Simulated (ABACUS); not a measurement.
CoO:

```
Co O
1.0
     1.60222    0.92504    2.56647
    -1.60222    0.92504    2.56647
     0.00000   -1.85008    2.56647
Co O
1 1
Direct
  0.99898 0.99898 0.99898
  0.75102 0.75102 0.75102
```

Measurements of this composition are mostly on another form, of space group No. 225.

- Program: ABACUS 3.10.1
- Task: single point
- Functional: PBE
- Potentials or basis: PseudoDojo NC SR 0.4.1 PBE standard
- Cutoff: 1361 eV
- Density cutoff: 5442 eV
- Basis: DZP LCAO (the cutoffs set its grid)
- k mesh: 10 × 10 × 10
- Occupations: fermi-dirac, width 0.05 eV
- Spin: collinear spin, ferromagnetic start
- Starting moments: [2.0, 0.0] μB

On this cell: pressure 1.5 GPa; largest force 0.294 eV/Å; net moment 2.88 μB per cell; site moments Co +2.53; O +0.35 μB; band gap on the k mesh none (metal or under the smearing width).

The same run follows on a disturbed copy (atoms moved at random, drawn with an rms of 0.05 Å):

```
Co O
1.0
     1.60222    0.92504    2.56647
    -1.60222    0.92504    2.56647
     0.00000   -1.85008    2.56647
Co O
1 1
Direct
  0.01272 0.00224 0.98224
  0.74686 0.76643 0.74039
```

Q: What changes?

A: The energy (extrapolated to zero smearing) moves by +3.2 meV/atom; pressure 1.6 GPa; largest force 0.364 eV/Å; net moment 2.87 μB per cell; site moments Co +2.53; O +0.35 μB; band gap on the k mesh none (metal or under the smearing width).

Forces on the atoms (eV/Å):
```
Co  -0.226 -0.099  0.268
O    0.226  0.099 -0.268
```

Stress tensor (GPa, compression positive):
```
 0.51  2.13  1.71
 2.13 -1.13  0.68
 1.71  0.68  5.30
```

Caveats: the atomic orbitals were generated for these runs and aren't a published set; the basis of atomic orbitals isn't converged, which shifts pressures, moduli and gaps; a cell with one magnetic atom can't hold antiferromagnetic order, which such compounds often take; semilocal functionals often make such compounds metallic where correlation or magnetic order opens a gap, which also shifts bond lengths.
